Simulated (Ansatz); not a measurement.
A run of Ansatz 0.2.0 is set up as follows.

Contents of input.yaml:

```yaml
crystal:
  lattice:
    - [2.98611099, 0.0, 0.0]
    - [0.0, 2.98611099, 0.0]
    - [0.0, 0.0, 2.98611099]
  atoms:
    - { symbol: Co, position: [0.5, 0.5, 0.5], spin: 2.0 }
    - { symbol: Ti, position: [0.0, 0.0, 0.0], spin: 1.0 }
hamiltonian:
  xc: rpbe
  pseudopotentials: { kind: paw }
  dispersion: d4
magnetization:
  spin_polarized: true
kpoints:
  mp_grid: { grid: [9, 9, 9] }
scf:
  occupations: { method: fermi_dirac, width: 0.05 }
output:
  forces: true
  stress: true
relax:
  f_tol: 0.01
  max_steps: 40
  cell: { stress_tol: 0.05 }
```

Potentials or basis: Ansatz PAW.

The run is started by

```bash
$ ansatz run input.yaml --threads 2 --pin off --max-ram 5632MiB --backend cpu --events-out ev --progress --plain --runs-dir out
```

(1) What does it give for the relaxed volume?

(2) Estimate the space group after relaxing (to 0.05 Å).

(3) Predict the net moment.

(4) What does it give for the absolute moment?

Results:

(1) 13.09 Å³/atom.

(2) Pm-3m (No. 221).

(3) 0.83 μB per cell.

(4) 1.08 μB per cell.

Caveat: the PAW data sets come from PBE, with cores solved anew for the run's functional, which leaves a small shift of forces and pressure.
